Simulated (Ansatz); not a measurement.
**AlNi: stationary points along a deformation path**

Method: Ansatz 0.2.0, DFT PBEsol, scalar-relativistic, plane waves, PAW. The runs took a 420 eV cutoff, a Γ-centred 24×24×24 mesh and Gaussian smearing (0.15 eV). No spin polarisation. A magnetic state may lie lower. Energies are free energies at this smearing, counted from the undisturbed cell; pressure is positive in compression.

The starting cell (relaxed at this level; it needn't be the usual structure):

```
Al Ni
1.0
     2.02133   -2.02135    0.00000
     2.02133    2.02135    0.00000
     0.00000    0.00000    2.86941
Al Ni
1 1
Direct
  0.00000 0.00000 0.00000
  0.50000 0.50000 0.50000
```

At fixed volume and fractional coordinates, lengths along (0.000, 0.000, 1.000) are scaled against those across it; ρ is that ratio over its starting value. V = 11.724 Å³/atom. Δσ is the stress along the axis less the mean stress across it (compression positive).

```
    ρ  ΔE (meV/atom)  Δσ (GPa) space group
0.800          154.1     37.61       P4/mmm
0.850           69.0     21.15       P4/mmm
0.920           14.5      8.13       P4/mmm
0.960            2.8      3.32       P4/mmm
1.000            0.0     -0.29       P4/mmm
1.050            4.6     -3.38       P4/mmm
1.100           15.0     -5.65       P4/mmm
1.200           46.3     -9.12       P4/mmm
1.300           88.9    -12.97       P4/mmm
```

Question: How does the stress give the slope of the energy, and where is the energy stationary?

Answer: Along the path d ln(length) is 2/3 d ln ρ on the axis and −1/3 d ln ρ across it, so dE/d ln ρ = −(2/3) V Δσ: the energy falls with ρ where Δσ is positive. Δσ vanishes or changes sign between ρ = 0.960 and 1.000, a minimum (near 1.00 by linear interpolation). Pairs of stationary points between two samples would go unseen, and could change a minimum read from distant neighbours into a maximum.

Question: Integrate that slope from ρ = 1 to 1.200 by the trapezoid rule.

Answer: With V/N in Å³ and 1 eV/Å³ = 160.2 GPa the slopes at ρ = 1.000, 1.050, 1.100, 1.200 are 14, 165, 276, 445 meV/atom per unit of ln ρ. The steps add 4.4 + 10.2 + 31.3 = 46.0 meV/atom, against 46.3 from the energies; the trapezoid rule misses the curvature of the slope within each step.

In a metal these slopes depend on the k mesh and the smearing.

Cost: 9 runs of about 2.7 core-minutes in all, on Intel Xeon 6975P-C (Granite Rapids) (shared hosts).